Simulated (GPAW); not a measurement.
Crystal: MoS2.

```
Mo S
1.0
     3.16900    0.00000    0.00000
    -1.58450    2.74443    0.00000
     0.00000    0.00000   12.32400
Mo S
2 4
Direct
  0.66667 0.33333 0.75000
  0.33333 0.66667 0.25000
  0.66667 0.33333 0.37700
  0.33333 0.66667 0.87700
  0.66667 0.33333 0.12300
  0.33333 0.66667 0.62300
```

Base run:

| Property | Result |
| --- | --- |
| Program | GPAW 26.7.0 |
| Functional | r2SCAN |
| Potentials or basis | GPAW PAW data sets (gpaw-data 1.2.1) |
| Cutoff | 600 eV |
| Basis | pw |
| k mesh | 6 × 6 × 2 |
| Occupations | fermi-dirac, width 0.05 eV |
| Spin | no spin polarisation |

Its results: band gap on the k mesh 0.99 eV, indirect (least direct gap 1.75 eV); pressure 0.8 GPa; largest force 0.230 eV/Å.

Q: The run is repeated on the same cell with these changes: functional from r2SCAN to PBE; hubbard terms from none to Mo d U = 3.5 eV. What comes out?

A: Band gap on the k mesh 0.96 eV, indirect (least direct gap 1.43 eV); pressure 2.5 GPa; largest force 0.006 eV/Å.

Several settings changed at once, so the effect can't be laid on one alone.

Caveats: the PAW data sets were made with another functional, which shifts forces and pressure a little (some runs); this functional lacks dispersion, which binds the layers, so the pressure and a relaxed spacing across them are unreliable (some runs).

Not every run made on this cell is shown here.
